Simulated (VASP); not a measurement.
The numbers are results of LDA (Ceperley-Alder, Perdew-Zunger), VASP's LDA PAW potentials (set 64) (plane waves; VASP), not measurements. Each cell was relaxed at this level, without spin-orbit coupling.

Task: Which of these comes out without a gap?
A) AlN, P6_3mc (186)
B) Zn, P6_3/mmc (194)
C) MgF2, P4_2/mnm (136)
D) MgI2, P-3m1 (164)

Result: B, Zn, P6_3/mmc (194). The others have gaps of 3.31 eV (MgI2, P-3m1 (164)), 4.39 eV (AlN, P6_3mc (186)), 7.16 eV (MgF2, P4_2/mnm (136)).
